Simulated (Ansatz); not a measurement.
The system is Cd.

```
CELL_PARAMETERS angstrom
1.60803 0.92840 2.44929
-1.60803 0.92840 2.44929
0.00000 -1.85679 2.44929
ATOMIC_POSITIONS crystal
Cd 0.00000 0.00000 0.00000
```

This isn't the form of Cd at room conditions, which is hcp.

Base run:

- Program: Ansatz 0.2.0
- Functional: PBEsol
- Potentials or basis: all-electron LAPW, scalar-relativistic
- Cutoff: 208 eV (chosen from the basis error)
- Basis error allowed: 0.001 eV/atom
- k mesh: 10 × 10 × 10
- Occupations: gaussian, width 0.05 eV
- Spin: no spin polarisation

Its results: band gap on the k mesh none (metal or under the smearing width); pressure -2.2 GPa.

Task: The run is repeated on the same cell with these changes: functional from PBEsol to PBE. What comes out?

Result: Band gap on the k mesh none (metal or under the smearing width); pressure 2.1 GPa.

PBE binds less tightly than PBEsol, so the same cell stands under more pressure.
